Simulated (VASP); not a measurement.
BaF2:

```
CELL_PARAMETERS angstrom
0.00000 3.08000 3.08000
3.08000 0.00000 3.08000
3.08000 3.08000 0.00000
ATOMIC_POSITIONS crystal
Ba 0.00000 0.00000 0.00000
F 0.25000 0.25000 0.25000
F 0.75000 0.75000 0.75000
```

The cell was built by a generator and needn't be a form met in nature.

```yaml
Program: VASP 6.6.1
Task: relaxation of cell and atoms
Functional: LDA
Potentials_or_basis: VASP PAW LDA potentials, release 64 (Ba_sv, F)
Cutoff: 600 eV
k_mesh: 8 × 8 × 8
Occupations: gaussian, width 0.02 eV
Spin: no spin polarisation
```

At the start: pressure -2.4 GPa; volume 19.48 Å³/atom.

**Question.** Where does the relaxation end?

**Answer.** Over 3 steps the energy falls by 5.3 meV/atom and the volume is 18.79 Å³/atom (-3.6 %); space group Fm-3m (No. 225, to 0.05 Å).

Step by step:
| step | energy change (eV) | largest force (eV/Å) | pressure (GPa) | volume (Å³) |
| --- | --- | --- | --- | --- |
| 1 | 0.0000 | 0.0000 | -2.35 | 58.44 |
| 2 | -0.0154 | 0.0000 | 0.39 | 56.05 |
| 3 | -0.0158 | 0.0000 | 0.00 | 56.36 |

Final structure:
```xyz
3
Lattice="0.0000 3.0430 3.0430 3.0430 0.0000 3.0430 3.0430 3.0430 0.0000" Properties=species:S:1:pos:R:3 pbc="T T T"
Ba    0.0000    0.0000    0.0000
F     1.5215    1.5215    1.5215
F     4.5645    4.5645    4.5645
```
